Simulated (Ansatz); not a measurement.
# InAs: a slab and its surfaces, (110), 1 layers

Aim: cut a slab of InAs (110), 1 layers from the relaxed bulk, relax it, and get surface energy and work function. Methods of the runs shown: PAW and LAPW. Its runs: bulk cell relaxed (PAW); bulk in the slab's orientation (LAPW and PAW); the reference run (LAPW and PAW); spin-orbit coupling on (LAPW and PAW); no relativity (LAPW).

Method: DFT PBE, with the methods named in each step, in Ansatz 0.2.0.

1 further run of the same task is left out (it didn't finish).

### Step 1. The structure to begin with

It takes space group F-43m (No. 216, cubic). The conventional cell has a = 6.214 Å, b = 6.214 Å, c = 6.214 Å, α = 90.00°, β = 90.00°, γ = 90.00°. In (site symmetry -43m) is surrounded by 4 As at 2.69 Å. As (site symmetry -43m) has 4 In at 2.69 Å as nearest neighbours.

Structure file:

```
In As
1.0
     0.00000    3.10723    3.10723
     3.10723    0.00000    3.10723
     3.10723    3.10723    0.00000
In As
1 1
Cartesian
  0.0000 0.0000 0.0000
  1.5536 1.5536 1.5536
```

Atoms are numbered in the order of the input: In1, As2.

### Step 2. Bulk cell relaxed, PAW

File input.yaml:

```yaml
crystal:
  lattice:
    - [0.0, 3.107232506, 3.107232506]
    - [3.107232506, 0.0, 3.107232506]
    - [3.107232506, 3.107232506, 0.0]
  atoms:
    - { symbol: In, position: [0.0, 0.0, 0.0] }
    - { symbol: As, position: [0.25, 0.25, 0.25] }
kpoints:
  mp_grid: { grid: [9, 9, 9] }
scf:
  occupations: { method: fermi_dirac, width: 0.02 }
hamiltonian:
  xc: pbe
  pseudopotentials: { kind: paw }
output:
  forces: true
  stress: true
relax:
  f_tol: 0.005
  max_steps: 40
  cell: {}
```

Launch:

```console
> ansatz run input.yaml --threads 1 --pin off --max-ram 3584MiB --backend cpu --events-out ev --progress --plain --runs-dir out
```

Further steps of the session: Bulk in the slab's orientation, LAPW; Bulk in the slab's orientation, PAW; Slab as cut, LAPW; Slab as cut, PAW; Spin-orbit coupling on, LAPW; Spin-orbit coupling on, PAW; No relativity, LAPW.

Before running it: what results should come out? Wanted: surface energy; work function (for each run or level that gives them).

As calculated:

```
                  quantity      value
surface energy (LAPW, cut)  0.68 J/m²
 work function (LAPW, cut)    4.71 eV
 surface energy (PAW, cut)  0.68 J/m²
  work function (PAW, cut)    4.71 eV
```

What this shows: Spin-orbit coupling on moves the work function by less than 0.01 eV (LAPW). No relativity moves the work function by less than 0.01 eV (LAPW). Spin-orbit coupling on moves the work function by less than 0.01 eV (PAW). With a gap the Fermi level lies anywhere inside it, so the work function printed is no measured quantity. Thickness wasn't converged, and no reconstruction was sought.
